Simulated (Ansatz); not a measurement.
# P: the cost of one run

Method: DFT PBE+D3(BJ), scalar-relativistic, plane waves, PAW, in Ansatz 0.2.0.

2 further runs of the same task are left out: 2 set aside as unsound or not needed.

### 1 The structure to begin with

The structure is orthorhombic, space group Cmce (No. 64). Conventional cell: a = 3.323 Å, b = 10.195 Å, c = 4.165 Å, α = 90.00°, β = 90.00°, γ = 90.00°. P (site symmetry m) is surrounded by 3 P at 2.23 to 2.25 Å.

Structure file:

```xyz
4
Lattice="1.6614 -5.0973 0.0000 1.6614 5.0973 0.0000 0.0000 0.0000 4.1648" Properties=species:S:1:pos:R:3 pbc="T T T"
P     1.6614   -4.0129    0.2994
P     1.6614   -1.0844    2.3818
P     1.6614    4.0129    3.8654
P     1.6614    1.0844    1.7830
```

It is the result of an earlier relaxation at this level (volume 17.64 Å³/atom; gap on the mesh: none (metal)).

Bulk energy on matching settings, from an earlier run: -756.0401 eV/atom.

### 2 Cutting the (010) slab

Planes are indexed in the bulk's conventional cell (Cmce (No. 64)), a = 3.323 Å, b = 10.195 Å, c = 4.165 Å, α = 90.00°, β = 90.00°, γ = 90.00°.

Cut from the relaxed bulk: a (010) slab, 12.4 Å thick as cut, with 15 Å of vacuum; its outer planes are P (top) and P (bottom).

The slab as cut. Its planes from the bottom up:

| plane | atoms per cell | height over the lowest (Å) |
| --- | --- | --- |
| 1 | P2 | 0.00 |
| 2 | P2 | 2.17 |
| 3 | P2 | 5.10 |
| 4 | P2 | 7.27 |
| 5 | P2 | 10.19 |
| 6 | P2 | 12.36 |

### 3 Single point on the unrelaxed (010) slab

A dipole layer in the vacuum cancels the field that periodic copies would set up if the slab's two faces differ.

input.yaml reads:

```yaml
crystal:
  lattice:
    - [3.3228293856, 0.0, 0.0]
    - [0.0, 4.1648375045, 0.0]
    - [0.0, 0.0, 27.3633915253]
  atoms:
    - { symbol: P, position: [0.0, 0.5718894424, 0.2740888312] }
    - { symbol: P, position: [0.5, 0.9281105576, 0.2740888312] }
    - { symbol: P, position: [0.5, 0.0718894424, 0.3533493981] }
    - { symbol: P, position: [0.0, 0.4281105576, 0.3533493981] }
    - { symbol: P, position: [0.5, 0.5718894424, 0.4603697165] }
    - { symbol: P, position: [0.0, 0.9281105576, 0.4603697165] }
    - { symbol: P, position: [0.0, 0.0718894424, 0.5396302835] }
    - { symbol: P, position: [0.5, 0.4281105576, 0.5396302835] }
    - { symbol: P, position: [0.0, 0.5718894424, 0.6466506019] }
    - { symbol: P, position: [0.5, 0.9281105576, 0.6466506019] }
    - { symbol: P, position: [0.5, 0.0718894424, 0.7259111688] }
    - { symbol: P, position: [0.0, 0.4281105576, 0.7259111688] }
basis:
  ecutwfc: 420
kpoints:
  mp_grid: { grid: [10, 8, 1] }
hamiltonian:
  xc: pbe
  dispersion: d3bj
scf:
  occupations: { method: gaussian, width: 0.1 }
output:
  forces: true
  stress: true
  eigenvalues: true
  write_density: true
  write_potential: true
  elf: true
  volumetric_format: npy
efield:
  axis: 3
  dipole_correction: true
```

Launch:

```sh
> ansatz run input.yaml --threads 1 --pin off --max-ram 2560MiB --backend cpu --events-out ev --progress --plain --runs-dir out
```

Q: Estimate wall time and peak memory on 1 thread of AMD EPYC 7R13 (Zen 3), shared host.

About 44 s, with a peak of 0.72 GiB.
